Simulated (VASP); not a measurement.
# MgS in VASP 6.6.1, single-point calculation

INCAR

```
NSW = 0
LASPH = .TRUE.
EDIFF = 1E-7
NELM = 120
PREC = Accurate
IBRION = -1
ENCUT = 520
NBANDS = 11
LREAL = .FALSE.
ISIF = 2
LCHARG = .FALSE.
SIGMA = 0.1
LWAVE = .FALSE.
GGA = PS
ISMEAR = 1
```

KPOINTS

```
KPOINTS created by Atomic Simulation Environment
0
Gamma
12 12 12
0 0 0
```

POSCAR

```
Mg S
 1.0000000000000000
     0.0000000000000000    2.8308768390485555    2.8308768390485555
     2.8308768390485555    0.0000000000000000    2.8308768390485555
     2.8308768390485555    2.8308768390485555    0.0000000000000000
 Mg  S
   1   1
Cartesian
  0.0000000000000000  0.0000000000000000 -0.0000000000000000
  1.4154384195242775  1.4154384195242775  1.4154384195242775
```

The recommended PBE PAW datasets give the neutral cell 8 valence electrons.

Command

```
mpirun -np 1 vasp_std
```

Predict the outcome of this run.

It converged. Results: gap between bands v and c on the k mesh 3.30 eV; least direct gap on the k mesh 3.30 eV; pressure -0.4 GPa. Band v is the last that the valence electrons fill when counted band by band, and c is the next.

OSZICAR

```
N       E                     dE             d eps       ncg     rms          rms(c)
DAV:   1     0.242147474708E+02    0.24215E+02   -0.33709E+03  1592   0.576E+02
DAV:   2    -0.745053694203E+01   -0.31665E+02   -0.30642E+02  1891   0.994E+01
DAV:   3    -0.938564191121E+01   -0.19351E+01   -0.19322E+01  1997   0.269E+01
DAV:   4    -0.940082981878E+01   -0.15188E-01   -0.15187E-01  1894   0.282E+00
DAV:   5    -0.940101567468E+01   -0.18586E-03   -0.18585E-03  2034   0.309E-01    0.373E+00
DAV:   6    -0.895490507965E+01    0.44611E+00   -0.11011E+00  1755   0.384E+00    0.271E+00
DAV:   7    -0.891586502087E+01    0.39040E-01   -0.23188E-01  1922   0.191E+00    0.205E+00
DAV:   8    -0.891772541822E+01   -0.18604E-02   -0.15380E-02  1785   0.743E-01    0.106E+00
DAV:   9    -0.891697772326E+01    0.74769E-03   -0.19365E-03  1824   0.217E-01    0.364E-01
DAV:  10    -0.891705123239E+01   -0.73509E-04   -0.24177E-04  1818   0.753E-02    0.340E-02
DAV:  11    -0.891706460474E+01   -0.13372E-04   -0.13426E-05  1890   0.192E-02    0.534E-02
DAV:  12    -0.891706388438E+01    0.72036E-06   -0.16358E-06  1899   0.546E-03    0.646E-03
DAV:  13    -0.891706377339E+01    0.11099E-06   -0.16768E-07  1796   0.192E-03    0.313E-03
DAV:  14    -0.891706380761E+01   -0.34217E-07   -0.81327E-09  1014   0.437E-04
   1 F= -.89170638E+01 E0= -.89172627E+01  d E =0.596789E-03
```

Standard output (part)

```
POSCAR found type information on POSCAR MgS
 POSCAR found :  2 types and       2 ions
 LDA part: xc-table for (Slater+PW92), standard interpolation
 POSCAR, INCAR and KPOINTS ok, starting setup
 WAVECAR not read
 entering main loop
```

For comparison, a separate PBEsol run of the intended cell, on usual settings and not on those above, gives a gap of 3.30 eV on its mesh and a pressure of -0.4 GPa.
